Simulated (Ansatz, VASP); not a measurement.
**Lu: VASP beside Ansatz**

File INCAR:

```
PREC = Accurate
ENCUT = 520
EDIFF = 1E-6
ISMEAR = -1
SIGMA = 0.1
LREAL = F
LASPH = T
NELM = 60
ALGO = Normal
ISIF = 2
LWAVE = F
LCHARG = T
GGA = RE
LELF = T
LVHAR = T
NBANDS = 32
```

The input KPOINTS:

```
regular mesh
0
Gamma
  8 8 8
```

Contents of POSCAR:

```
Lu
1.0
    0.0000000000      3.8100757747      3.8100757747
    3.8100757747      0.0000000000      3.8100757747
    3.8100757747      3.8100757747      0.0000000000
Lu
2
Direct
    0.1250000000      0.1250000000      0.1250000000
    0.8750000000      0.8750000000      0.8750000000
```

Input for Ansatz:

```yaml
crystal:
  lattice:
    - [0.0, 3.8100757747, 3.8100757747]
    - [3.8100757747, 0.0, 3.8100757747]
    - [3.8100757747, 3.8100757747, 0.0]
  atoms:
    - { symbol: Lu, position: [0.125, 0.125, 0.125] }
    - { symbol: Lu, position: [0.875, 0.875, 0.875] }
hamiltonian:
  xc: revpbe
  pseudopotentials:
    kind: paw
    azcp:
      Lu: "pseudopotentials/Lu.paw.azcp"
basis:
  ecutwfc: 420
  fft_grid_basis: typed
kpoints:
  mp_grid: { grid: [8, 8, 8], shift: [0, 0, 0] }
magnetization:
  spin_polarized: false
scf:
  occupations: { method: fermi_dirac, width: 0.1 }
  lower_state_search: "off"
output:
  stress: true
```

Alike in both runs: task single point; functional revPBE; k mesh 8 × 8 × 8; occupations fermi-dirac, width 0.1 eV; no spin polarisation.

|  | VASP | Ansatz |
| --- | --- | --- |
| version | VASP 6.6.1 | Ansatz 0.2.0 |
| potentials or method | VASP PAW PBE potentials, release 64 (Lu) | plane waves (420 eV) with PAW, scalar-relativistic |
| plane-wave cutoff (eV) | 520 | 420 |
| valence electrons in the cell | 50 | 50 |

|  | VASP | Ansatz | Ansatz less VASP |
| --- | --- | --- | --- |
| pressure (GPa) | -0.4 | -0.4 | -0.05 |

With one functional, cell and mesh, what is left measures potentials, basis and numerics.

Caveats: the PAW data sets were made with another functional, which shifts forces and pressure a little (VASP). Spin-orbit coupling is left out, which matters for the levels of Lu.
